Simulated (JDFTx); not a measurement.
# ZnS (F-43m) in JDFTx: notebook

One crystal, ZnS, is run at these levels: PBEsol; tasks: equation of state.

Everything below comes from runs of JDFTx 1.7.0 (patched build). Logs are shortened: lines on timing, memory, paths and dates and some standing lists are left out, and cuts for length are marked. The log counts tension as positive stress, the text compression.

**The experiment to reproduce.**

From “Electronic, vibrational, and thermodynamic properties of ZnS (zincblende and rocksalt structure)”, 2009, arxiv:0911.5022, for a bulk crystal of ZnS: bulk modulus 76.9 GPa.

The runs below are set against these values where they give the same quantity.

## Step 1: Starting point

Symmetry: F-43m, No. 216, cubic system. Conventional cell: a = 5.404 Å, b = 5.404 Å, c = 5.404 Å, α = 90.00°, β = 90.00°, γ = 90.00°. Zn (site symmetry -43m) is surrounded by 4 S at 2.34 Å. S (site symmetry -43m) is surrounded by 4 Zn at 2.34 Å.

## Step 2: Equation of state, PBEsol, 18.54 Å³/atom (volume scaled by 0.94)

The input, ZnS.in:

```
lattice \
    0.0000000000     5.0018058434     5.0018058434 \
    5.0018058434     0.0000000000     5.0018058434 \
    5.0018058434     5.0018058434     0.0000000000
coords-type Lattice
ion Zn     0.7500000000     0.7500000000     0.7500000000 1
ion S      0.0000000000     0.0000000000     0.0000000000 1

ion-species pseudo/Zn.upf
ion-species pseudo/S.upf
elec-cutoff 42 336
elec-ex-corr gga-PBEsol
kpoint-folding 9 9 9
elec-smearing Fermi 0.0018374661
elec-n-bands 19
electronic-SCF nIterations 100 energyDiffThreshold 1e-09
electronic-minimize nIterations 30 energyDiffThreshold 1e-7
forces-output-coords Cartesian

dump-name run.$VAR
dump End Ecomponents EigStats BandEigs Kpoints Forces Stress
```

Potentials or basis: PseudoDojo-SR-PBEsol-0.4.1-standard with smoothed tails.

The run is started by

```bash
jdftx -c 1 -i ZnS.in -o ZnS.out
```

The program printed:

```text
*************** JDFTx 1.7.0 (patched build) ***************

Input parsed successfully to the following command list (including defaults):
[... the input with its defaults ...]

---------- Setting up symmetries ----------

Found 48 point-group symmetries of the bravais lattice
Found 24 space-group symmetries with basis
Applied RMS atom displacement 0 bohrs to make symmetries exact.

---------- Initializing the Grid ----------
R =
[            0      5.00181      5.00181  ]
[      5.00181            0      5.00181  ]
[      5.00181      5.00181            0  ]
unit cell volume = 250.271
G =
[  -0.628092   0.628092   0.628092  ]
[   0.628092  -0.628092   0.628092  ]
[   0.628092   0.628092  -0.628092  ]
Minimum fftbox size, Smin = [  60  60  60  ]
Chosen fftbox size, S = [  60  60  60  ]

---------- Initializing tighter grid for wavefunction operations ----------
R =
[            0      5.00181      5.00181  ]
[      5.00181            0      5.00181  ]
[      5.00181      5.00181            0  ]
unit cell volume = 250.271
G =
[  -0.628092   0.628092   0.628092  ]
[   0.628092  -0.628092   0.628092  ]
[   0.628092   0.628092  -0.628092  ]
Minimum fftbox size, Smin = [  44  44  44  ]
Chosen fftbox size, S = [  48  48  48  ]

---------- Exchange Correlation functional ----------
Initalized PBEsol GGA exchange.
Initalized PBEsol GGA correlation.

---------- Setting up pseudopotentials ----------
Width of ionic core gaussian charges (only for fluid interactions / plotting) set to 0

Reading pseudopotential file 'pseudo/Zn.upf':
  'Zn' pseudopotential, 'PBESOL' functional
  Generated using ONCVPSP code by D. R. Hamann
  20 valence electrons, 4 orbitals, 6 projectors, 1001 radial grid points, with lMax = 2
    3S    l: 0   occupation:  2.0   eigenvalue: -4.737836
    3P    l: 1   occupation:  6.0   eigenvalue: -3.059602
    3D    l: 2   occupation: 10.0   eigenvalue: -0.373698
    4S    l: 0   occupation:  2.0   eigenvalue: -0.220431
  Core radius for overlap checks: 1.79 bohrs.

Reading pseudopotential file 'pseudo/S.upf':
  'S' pseudopotential, 'PBESOL' functional
  Generated using ONCVPSP code by D. R. Hamann
  6 valence electrons, 2 orbitals, 6 projectors, 1001 radial grid points, with lMax = 2
    3S    l: 0   occupation:  2.0   eigenvalue: -0.631879
    3P    l: 1   occupation:  4.0   eigenvalue: -0.256451
  Core radius for overlap checks: 1.58 bohrs.

Initialized 2 species with 2 total atoms.

Folded 1 k-points by 9x9x9 to 729 k-points.

---------- Setting up k-points, bands, fillings ----------
Adding inversion symmetry to k-mesh for non-inversion-symmetric unit cell.
Reduced to 35 k-points under symmetry.
Computing the number of bands and number of electrons
Calculating initial fillings.
nElectrons:  26.000000   nBands: 19   nStates: 35

----- Setting up reduced wavefunction bases (one per k-point) -----
average nbasis = 3253.376 , ideal nbasis = 3253.707

---------- Setting up ewald sum ----------
Optimum gaussian width for ewald sums = 2.271734 bohr.
Real space sum over 1331 unit cells with max indices [  5  5  5  ]
Reciprocal space sum over 2197 terms with max indices [  6  6  6  ]

---------- Allocating electronic variables ----------
Initializing wave functions:  linear combination of atomic orbitals
Note: number of bands (19) exceeds available atomic orbitals (14)
Zn pseudo-atom occupations:   s ( 2 2 )  p ( 6 )  d ( 10 )
S pseudo-atom occupations:   s ( 2 )  p ( 4 )
	FillingsUpdate:  mu: +0.385621584  nElectrons: 26.000000
LCAOMinimize: Iter:   0  F: -216.6879230904775397  |grad|_K:  2.553e-03  alpha:  1.000e+00
	FillingsUpdate:  mu: +0.360861833  nElectrons: 26.000000
LCAOMinimize: Iter:   1  F: -216.7120114147513732  |grad|_K:  4.165e-05  alpha:  5.697e-01  linmin: -9.514e-02  cgtest:  3.905e-01
LCAOMinimize: Encountered beta<0, resetting CG.
	FillingsUpdate:  mu: +0.360778584  nElectrons: 26.000000
LCAOMinimize: Iter:   2  F: -216.7120209766887626  |grad|_K:  9.150e-06  alpha:  8.720e-01  linmin: -1.740e-03  cgtest:  8.272e-03
	FillingsUpdate:  mu: +0.360858534  nElectrons: 26.000000
LCAOMinimize: Iter:   3  F: -216.7120213145948640  |grad|_K:  7.485e-07  alpha:  6.382e-01  linmin: -5.795e-05  cgtest: -2.186e-02
	FillingsUpdate:  mu: +0.360852067  nElectrons: 26.000000
LCAOMinimize: Iter:   4  F: -216.7120213174073911  |grad|_K:  5.437e-08  alpha:  7.953e-01  linmin:  2.815e-03  cgtest: -1.533e-02
LCAOMinimize: Converged (|Delta F|<1.000000e-06 for 2 iters).

-------- Electronic minimization -----------
Will mix electronic density at each iteration.
	FillingsUpdate:  mu: +0.360852067  nElectrons: 26.000000
	FillingsUpdate:  mu: +0.350780224  nElectrons: 26.000000
SCF: Cycle:  0   F: -216.790349234201614   dF: -7.833e-02   |Residual|: 9.922e-02   |deigs|: 1.321e-01
	FillingsUpdate:  mu: +0.342466448  nElectrons: 26.000000
SCF: Cycle:  1   F: -216.801249604742509   dF: -1.090e-02   |Residual|: 4.100e-02   |deigs|: 1.592e-02
	FillingsUpdate:  mu: +0.339903019  nElectrons: 26.000000
SCF: Cycle:  2   F: -216.802058354453806   dF: -8.087e-04   |Residual|: 1.073e-02   |deigs|: 3.668e-03
	FillingsUpdate:  mu: +0.340783347  nElectrons: 26.000000
SCF: Cycle:  3   F: -216.802083126589935   dF: -2.477e-05   |Residual|: 3.498e-03   |deigs|: 1.463e-03
	FillingsUpdate:  mu: +0.341426115  nElectrons: 26.000000
SCF: Cycle:  4   F: -216.802088062906137   dF: -4.936e-06   |Residual|: 8.243e-04   |deigs|: 1.039e-03
	FillingsUpdate:  mu: +0.341431464  nElectrons: 26.000000
SCF: Cycle:  5   F: -216.802088504223235   dF: -4.413e-07   |Residual|: 4.039e-04   |deigs|: 2.356e-04
	FillingsUpdate:  mu: +0.341523201  nElectrons: 26.000000
SCF: Cycle:  6   F: -216.802088683052176   dF: -1.788e-07   |Residual|: 5.151e-05   |deigs|: 1.768e-04
	FillingsUpdate:  mu: +0.341521627  nElectrons: 26.000000
SCF: Cycle:  7   F: -216.802088724616965   dF: -4.156e-08   |Residual|: 2.604e-05   |deigs|: 1.045e-04
	FillingsUpdate:  mu: +0.341524128  nElectrons: 26.000000
SCF: Cycle:  8   F: -216.802088740073685   dF: -1.546e-08   |Residual|: 1.223e-05   |deigs|: 8.446e-05
	FillingsUpdate:  mu: +0.341524685  nElectrons: 26.000000
SCF: Cycle:  9   F: -216.802088744990925   dF: -4.917e-09   |Residual|: 9.271e-06   |deigs|: 1.262e-04
	FillingsUpdate:  mu: +0.341525166  nElectrons: 26.000000
SCF: Cycle: 10   F: -216.802088746651776   dF: -1.661e-09   |Residual|: 3.998e-06   |deigs|: 7.520e-05
	FillingsUpdate:  mu: +0.341524909  nElectrons: 26.000000
SCF: Cycle: 11   F: -216.802088747323268   dF: -6.715e-10   |Residual|: 7.474e-07   |deigs|: 5.719e-05
	FillingsUpdate:  mu: +0.341524897  nElectrons: 26.000000
SCF: Cycle: 12   F: -216.802088747525318   dF: -2.020e-10   |Residual|: 6.743e-07   |deigs|: 6.009e-05
SCF: Converged (|Delta E|<1.000000e-09 for 2 iters).

Setting wave functions to eigenvectors of Hamiltonian

# Stress tensor in Cartesian coordinates [Eh/a0^3]:
[ -9.99558e-05            0            0  ]
[            0 -9.99558e-05            0  ]
[            0            0 -9.99558e-05  ]

# Ionic positions in lattice coordinates:
ion Zn   0.750000000000000   0.750000000000000   0.750000000000000 1
ion S   0.000000000000000   0.000000000000000   0.000000000000000 1

# Forces in Cartesian coordinates:
force Zn   0.000000000000000   0.000000000000000   0.000000000000000 1
force S   0.000000000000000   0.000000000000000  -0.000000000000000 1

# Energy components:
   Eewald =     -109.5336647269119510
       EH =       90.6337447544521524
     Eloc =     -225.4122563415012905
      Enl =      -46.4778202314724069
      Exc =      -25.4363759078274470
 Exc_core =        3.1912309601431370
       KE =       96.2330527455925733
-------------------------------------
     Etot =     -216.8020887475252323
       TS =        0.0000000000000935
-------------------------------------
        F =     -216.8020887475253176

IonicMinimize: Iter:   0  F: -216.802088747525318  |grad|_K:  1.208e-35
IonicMinimize: Converged (|grad|_K<1.000000e-04).

#--- Lowdin population analysis ---
# oxidation-state Zn +1.273
# oxidation-state S -1.046

Dumping 'run.eigStats' ...
	eMin: -4.285773 at state 0 ( [ +0.000000 +0.000000 +0.000000 ] spin 0 )
	HOMO: +0.298998 at state 0 ( [ +0.000000 +0.000000 +0.000000 ] spin 0 )
	mu  : +0.341525
	LUMO: +0.381385 at state 0 ( [ +0.000000 +0.000000 +0.000000 ] spin 0 )
	eMax: +0.816503 at state 32 ( [ +0.111111 +0.444444 -0.444444 ] spin 0 )
	HOMO-LUMO gap: +0.082387
	Optical gap  : +0.082387 at state 0 ( [ +0.000000 +0.000000 +0.000000 ] spin 0 )
Done!
[note: the Lowdin charges miss the electrons that lie outside the files' atomic orbitals]
[note: mu as printed may lie anywhere between the filled and the empty levels]
```

Run time: 2.5 min. Hardware: 1 thread of Arm Neoverse V1, shared host; peak memory 0.15 GiB.

What came out:

* Free energy: -5899.4854 eV
* Pressure: 2.9 GPa
* Band gap on the k mesh: 2.24 eV, direct

## Step 3: Equation of state, PBEsol, 18.94 Å³/atom (volume scaled by 0.96)

ZnS.in, as its differences from that of step 2:

```diff
@@ -1,5 +1,5 @@
 lattice \
-    0.0000000000     5.0018058434     5.0018058434 \
-    5.0018058434     0.0000000000     5.0018058434 \
-    5.0018058434     5.0018058434     0.0000000000
+    0.0000000000     5.0370309888     5.0370309888 \
+    5.0370309888     0.0000000000     5.0370309888 \
+    5.0370309888     5.0370309888     0.0000000000
 coords-type Lattice
```

Potentials or basis: PseudoDojo-SR-PBEsol-0.4.1-standard with smoothed tails.

The run is started by

```bash
jdftx -c 1 -i ZnS.in -o ZnS.out
```

Wall time 2.5 min (1 thread of Arm Neoverse V1, shared host); peak memory 0.15 GiB.

It converged, with:

```yaml
Free_energy: -5899.4953 eV
Pressure: 1.1 GPa
Band_gap_on_the_k_mesh: 2.15 eV, direct
```

## Step 4: Equation of state, PBEsol, 19.33 Å³/atom (volume scaled by 0.98)

ZnS.in, as its differences from that of step 3:

```diff
@@ -1,5 +1,5 @@
 lattice \
-    0.0000000000     5.0370309888     5.0370309888 \
-    5.0370309888     0.0000000000     5.0370309888 \
-    5.0370309888     5.0370309888     0.0000000000
+    0.0000000000     5.0717702314     5.0717702314 \
+    5.0717702314     0.0000000000     5.0717702314 \
+    5.0717702314     5.0717702314     0.0000000000
 coords-type Lattice
```

The run is started by

```bash
jdftx -c 1 -i ZnS.in -o ZnS.out
```

Wall time 2.5 min (1 thread of Arm Neoverse V1, shared host); peak memory 0.16 GiB.

Results (log left out):

```
Free energy            : -5899.4965 eV
Pressure               : -0.6 GPa
Band gap on the k mesh : 2.06 eV, direct
```

## Step 5: Equation of state, PBEsol, 19.73 Å³/atom

ZnS.in, as its differences from that of step 4:

```diff
@@ -1,5 +1,5 @@
 lattice \
-    0.0000000000     5.0717702314     5.0717702314 \
-    5.0717702314     0.0000000000     5.0717702314 \
-    5.0717702314     5.0717702314     0.0000000000
+    0.0000000000     5.1060399887     5.1060399887 \
+    5.1060399887     0.0000000000     5.1060399887 \
+    5.1060399887     5.1060399887     0.0000000000
 coords-type Lattice
```

The run is started by

```bash
jdftx -c 1 -i ZnS.in -o ZnS.out
```

Run time: 2.5 min. Hardware: 1 thread of Arm Neoverse V1, shared host; peak memory 0.16 GiB.

Results (log left out):

| Property | Result |
| --- | --- |
| Free energy | -5899.4901 eV |
| Pressure | -2.0 GPa |
| Band gap on the k mesh | 1.98 eV, direct |

## Step 6: Equation of state, PBEsol, 20.12 Å³/atom (volume scaled by 1.02)

ZnS.in, as its differences from that of step 5:

```diff
@@ -1,5 +1,5 @@
 lattice \
-    0.0000000000     5.1060399887     5.1060399887 \
-    5.1060399887     0.0000000000     5.1060399887 \
-    5.1060399887     5.1060399887     0.0000000000
+    0.0000000000     5.1398558085     5.1398558085 \
+    5.1398558085     0.0000000000     5.1398558085 \
+    5.1398558085     5.1398558085     0.0000000000
 coords-type Lattice
```

Potentials or basis: PseudoDojo-SR-PBEsol-0.4.1-standard with smoothed tails.

The run is started by

```bash
jdftx -c 1 -i ZnS.in -o ZnS.out
```

Wall time 2.7 min (1 thread of Arm Neoverse V1, shared host); peak memory 0.16 GiB.

Results (log left out):

- Free energy: -5899.4769 eV
- Pressure: -3.3 GPa
- Band gap on the k mesh: 1.89 eV, direct

## Step 7: Equation of state, PBEsol, 20.52 Å³/atom (volume scaled by 1.04)

ZnS.in, as its differences from that of step 6:

```diff
@@ -1,5 +1,5 @@
 lattice \
-    0.0000000000     5.1398558085     5.1398558085 \
-    5.1398558085     0.0000000000     5.1398558085 \
-    5.1398558085     5.1398558085     0.0000000000
+    0.0000000000     5.1732324308     5.1732324308 \
+    5.1732324308     0.0000000000     5.1732324308 \
+    5.1732324308     5.1732324308     0.0000000000
 coords-type Lattice
```

The run is started by

```bash
jdftx -c 1 -i ZnS.in -o ZnS.out
```

Wall time 2.7 min (1 thread of Arm Neoverse V1, shared host); peak memory 0.16 GiB.

The run converged. Its results:

```yaml
Free_energy: -5899.4574 eV
Pressure: -4.5 GPa
Band_gap_on_the_k_mesh: 1.81 eV, direct
```

## Step 8: Equation of state, PBEsol, 20.91 Å³/atom (volume scaled by 1.06)

ZnS.in, as its differences from that of step 7:

```diff
@@ -1,5 +1,5 @@
 lattice \
-    0.0000000000     5.1732324308     5.1732324308 \
-    5.1732324308     0.0000000000     5.1732324308 \
-    5.1732324308     5.1732324308     0.0000000000
+    0.0000000000     5.2061838443     5.2061838443 \
+    5.2061838443     0.0000000000     5.2061838443 \
+    5.2061838443     5.2061838443     0.0000000000
 coords-type Lattice
```

The run is started by

```bash
jdftx -c 1 -i ZnS.in -o ZnS.out
```

Wall time 2.6 min (1 thread of Arm Neoverse V1, shared host); peak memory 0.17 GiB.

The run converged. Its results:

| Property | Result |
| --- | --- |
| Free energy | -5899.4325 eV |
| Pressure | -5.6 GPa |
| Band gap on the k mesh | 1.73 eV, direct |

## Step 9: Equation of state, PBEsol

Potentials or basis: PseudoDojo-SR-PBEsol-0.4.1-standard with smoothed tails.

This step only gathers the single runs of the series.

What came out:

```yaml
Equilibrium_volume: 19.20 Å³/atom
Bulk_modulus: 79 GPa
Pressure_derivative_of_the_bulk_modulus: 4.4
```

Energy against volume, from the lowest point:
```csv
volume (Å³/atom),energy (meV/atom)
18.543,5.58
18.938,0.64
19.332,0.00
19.727,3.20
20.121,9.84
20.516,19.55
20.910,32.01
```

## Step 10: Comparison with measurements

Step 9. Against the measured bulk modulus of ZnS, 76.9 GPa (quoted in “Electronic, vibrational, and thermodynamic properties of ZnS (zincblende and rocksalt structure)”, 2009, arxiv:0911.5022), the calculated 79 GPa is off by +2.5 %. The fit is for a static lattice scaled at fixed shape and fixed fractional positions.
